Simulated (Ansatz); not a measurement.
Crystal: TiAl.

```
Ti Al
1.0
     3.17906    0.00000    0.00000
     0.00000    3.17906    0.00000
     0.00000    0.00000    3.17906
Ti Al
1 1
Direct
  0.00000 0.00000 0.00000
  0.50000 0.50000 0.50000
```

The cell comes from a database or a generator and needn't be the stable form of this composition.

A run of Ansatz 0.2.0 on this cell left the log below. Logs are shortened: lines on timing, memory, paths and dates and some standing lists are left out, and cuts for length are marked.

```text
Warning: RAYON_NUM_THREADS=2 ignored (pool sized by the plan → 2); use --threads N
Engine: ansatz 0.2.0, x86_64-unknown-linux-gnu
Pseudopotentials: kind: paw
Pseudopotential: Ti, paw, valence charge 12, recommended cutoff 420 eV (normal), Ti.paw.azcp
Pseudopotential: Al, paw, valence charge 3, recommended cutoff 420 eV (normal), Al.paw.azcp
Functional definition: PBEsol
  exchange = pbesol_x
  correlation = pbesol_c
Crystal: 2 atoms, lattice volume = 32.129 Å³
Basis set: ecut = 420 eV, 619 PW (Γ), exchange–correlation on 48×48×48 points (8 copies of the dense FFT grid, shifted against one another)
Bands: 12, of which v1, the nominal top of the filled ones, is band 8 counted from 1 (7 counted from 0)
Symmetry: 48 space group operations
Space group: Pm-3m (ITA 221), of the structure as read, at distance tolerance 3.2e-5 Å
k-points: 35 of 512
Non-local potential: Ti, projectors of the file, l = 0: 3, l = 1: 2, l = 2: 3, l = 3: 1
Non-local potential: Al, projectors of the file, l = 0: 2, l = 1: 2, l = 2: 1
PAW form: soft (Blöchl's): semilocal exchange-correlation on the pseudo side does not see the compensation charge
PAW frozen core: Ti, regenerated for the run's functional, and the local potential with it (the file was generated under x = pbe(κ = 0.804, μ = 0.2195149727645171), c = pbe(β = 0.06672455060314922))
PAW frozen core: Al, regenerated for the run's functional, and the local potential with it (the file was generated under x = pbe(κ = 0.804, μ = 0.2195149727645171), c = pbe(β = 0.06672455060314922))
PAW one-centre angular grid: Ti, 590 points (default); XC on 64 Gauss nodes
PAW one-centre angular grid: Al, 110 points (default); XC on 64 Gauss nodes
Initial density: superposition of atomic densities (neutral atoms: chi_scale 0, normalization atom), corrected by the library's trained network
Initial wavefunctions: pseudopotential atomic-orbital guess
Functional: x = pbesol(κ = 0.804, μ = 0.12345679012345678), c = pbesol(β = 0.046)
SCF iter   1: F=—  HF=-2998.988910 eV  |F-HF|=—  |Δ(HF+E_count)|=         —  Δρ=4.97e-3  dr2=1.18e-2  ethr=1.77e-3  ⟨swp⟩=5.0  Hψ=2147  notcnv=0
preconditioner: auto → none  [metal: Δε(μ)=0.040 eV  Ē_g=5.305 eV  σ=0.050 eV  W_gap=0.19  n_scr=6 (ndim 8)  ℏωp=17.3 eV  f_vac=0.000  D(μ)=2.95/eV (n_scr^D=32)  sad-step TF]
SCF iter   2: F=—  HF=-2998.987252 eV  |F-HF|=—  |Δ(HF+E_count)|=   1.66e-3  Δρ=3.52e-3  dr2=7.18e-3  ethr=7.88e-5  ⟨swp⟩=1.0  Hψ=700  notcnv=0
SCF iter   3: F=—  HF=-2998.985338 eV  |F-HF|=—  |Δ(HF+E_count)|=   1.91e-3  Δρ=5.23e-4  dr2=3.84e-5  ethr=4.79e-5  ⟨swp⟩=2.1  Hψ=636  notcnv=0
SCF iter   4: F=—  HF=-2998.985338 eV  |F-HF|=—  |Δ(HF+E_count)|=   2.62e-7  Δρ=9.82e-5  dr2=1.83e-6  ethr=2.56e-7  ⟨swp⟩=2.9  Hψ=710  notcnv=0
iter 5 did not close the SCF: its close was put off for the readings that it lacked (scf_convergence_deferred on its scf_iter line)
[... 76 lines left out ...]
Free energy (F): -2998.573418 eV
Harris-Foulkes:  -2998.573418 eV  (|F-HF|=9.09e-13)
Internal energy: -2998.557096 eV  (E = F + TS)
E sigma→0 (E₀):  -2998.565257 eV
Entropy (-TS):   -0.016322 eV (-8.161 meV/atom)
Fermi energy:    14.224187 eV
--- Per-component energies (eV) ---
  E_band       = -118.654530
  E_kinetic    = 305.747489
  E_local      = -919.277009  (includes V_loc(G=0)·N_el)
  E_nonlocal   = 22.015795
  E_hartree    = 402.713624
  E_xc         = -140.026230
  E_vxc        = -155.758962  (∫ρ·V_xc dr)
  E_paw        = -1479.279623  (= ΣΔE_a)
  E_vpaw       = -176.809208  (= ΣTr[D̂ρ^β])
  E_aug_tail   = 0.000117  (compensation charges beyond the density's cutoff)
  E_ewald      = -1190.609782
  E_core_change = 0.158523  (= ΣΔE_core)
  E_smearing   = -0.016322  (= −TS)
  E_closure    = 0.000000  (closes the sum)
  Σ components = -2998.573418   (vs F -2998.573418, Δ=0.00e0)
--- Forces (eV/Å), atoms counted from 1 ---
  atom   1  Ti    -0.00000000    -0.00000000     0.00000000
  atom   2  Al    -0.00000000     0.00000000     0.00000000
  max |Σ_I F_I| component: 1.56e-31 eV/Å
--- Stress (GPa, compression-positive) ---
       29.985323       0.000000       0.000000
        0.000000      29.985323      -0.000000
        0.000000      -0.000000      29.985323
  P = ⅓ Tr σ = 29.9853 GPa (299.853 kbar)
--- Band table (eV; the first three rows and the last of 35) ---
  k-point 0: bands = ["-41.9856", "-18.2763", "-18.2763", "-18.2763", "4.1130", "12.2461", "12.2461", "16.5139", "16.5139", "16.5139", "19.7325", "19.7325"]
  k-point 1: bands = ["-41.9802", "-18.3303", "-18.2716", "-18.2716", "4.4094", "12.1498", "12.3878", "16.0325", "16.0325", "16.5547", "18.8230", "20.3969"]
  k-point 2: bands = ["-41.9671", "-18.4590", "-18.2603", "-18.2603", "5.2627", "11.5082", "12.7657", "15.2223", "15.2223", "16.6555", "17.9009", "21.7830"]
  k-point 34: bands = ["-41.8788", "-18.5314", "-18.5314", "-18.5314", "10.4650", "10.4650", "10.4650", "16.1560", "17.8094", "17.8094", "17.8094", "17.9066"]
--- Relaxed structure (5 steps of the walk, 5 accepted, 1 SCFs on fresh bases) ---
  F+E_penalty+E_count = -2998.57341777 eV   max|allowed force component| = 5.752e-32 eV/Å   (the final SCF, on the basis selected at the relaxed cell)
  cell:  # Å, volume = 26.3114 Å³
    - [2.974277028362302, 2.52377069795744e-33, 3.8117363482664044e-34]
    - [2.7805613572090714e-33, 2.974277028362302, 1.2839532962581572e-34]
    - [5.095689644524561e-34, 1.2839532962581572e-34, 2.9742770283623017]
  atoms:
    - { symbol: Ti, position: [2.1708430429168854e-34, -1.1990121457971292e-35, -1.0096944385660269e-35] }
    - { symbol: Al, position: [0.5, 0.5, 0.5] }
```

Q: What input gives this log?

A: Relaxation of cell and atoms with PBEsol, no spin polarisation. The files as run (others can give the same):

input.yaml
```yaml
crystal:
  lattice:
    - [3.179064, 0.0, 0.0]
    - [0.0, 3.179064, 0.0]
    - [0.0, 0.0, 3.179064]
  atoms:
    - { symbol: Ti, position: [0.0, 0.0, 0.0] }
    - { symbol: Al, position: [0.5, 0.5, 0.5] }
hamiltonian:
  xc: pbesol
  pseudopotentials: { kind: paw }
kpoints:
  mp_grid: { grid: [8, 8, 8] }
scf:
  occupations: { method: fermi_dirac, width: 0.05 }
output:
  forces: true
  stress: true
  eigenvalues: true
relax:
  f_tol: 0.01
  max_steps: 40
  cell: { stress_tol: 0.05, p_target: 30.0 }
```

Potentials or basis: Ansatz PAW.
Run with:
```console
$ ansatz run input.yaml --threads 2 --pin off --max-ram 5632MiB --backend cpu --events-out ev --progress --plain --runs-dir out
```

Caveat: the volume moved by over 15 % at a fixed basis, so the end points are rough; the plane-wave basis is chosen anew once the cell has moved, so the energies of steps on either side of that aren't comparable; the PAW data sets come from PBE, with cores solved anew for the run's functional, which leaves a small shift of forces and pressure.
